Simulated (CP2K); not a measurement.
# GaN under changes of volume

One of the cells (9.735 Å³/atom); the others are scaled copies at fixed shape and fractional positions:

```
CELL_PARAMETERS angstrom
3.01968 0.00000 0.00000
1.50984 2.61512 0.00000
1.50984 0.87171 2.46556
ATOMIC_POSITIONS crystal
Ga 0.00000 0.00000 0.00000
N 0.50000 0.50000 0.50000
```

Measurements of this composition are mostly on another form, of space group No. 186.

| Property | Result |
| --- | --- |
| Program | CP2K 2026.2 |
| Functional | PBEsol |
| Potentials or basis | POTENTIAL_UZH Ga GTH-PBE-q13, N GTH-PBE-q5; TZVP-MOLOPT-PBE-GTH basis |
| Density cutoff | 6123 eV |
| k mesh | 11 × 11 × 11 |
| Occupations | fermi-dirac, width 0.0259 eV |
| Spin | no spin polarisation |

```csv
volume (Å³/atom),energy over the lowest point (meV/atom),pressure (GPa),gap on the mesh (eV)
9.151,13.00,10.8,0.69
9.346,3.34,5.2,0.56
9.540,0.00,0.3,0.44
9.735,2.32,-4.1,0.32
9.930,?,?,?
10.124,21.49,-11.3,0.10
10.319,37.15,-14.2,none
```

Question: What does the run at 9.930 Å³/atom give?

Answer: Energy over the lowest point 9.66 meV/atom; pressure -7.9 GPa; gap on the mesh 0.21 eV.

Worked out: A Birch-Murnaghan fit of order 3 (a polynomial in V^(-2/3)) to the other rows has its minimum at 9.55 Å³/atom with B0 = V·E''(V) = 226 GPa and B' = 5.0. It gives 9.72 meV/atom at 9.930 Å³/atom, against the run's 9.66, and -dE/dV = -8.0 GPa, against -7.9.

Energies are extrapolated to zero smearing.

Caveats: the potentials were made for another functional, which shifts forces and pressure; the basis of atomic orbitals isn't converged, which shifts pressures, moduli and gaps; an odd mesh through Γ misses points on the zone boundary, where band edges often lie (some runs). Spin-orbit coupling on Ga is left out.

A gap of «none» marks a metal or a gap under the smearing width.
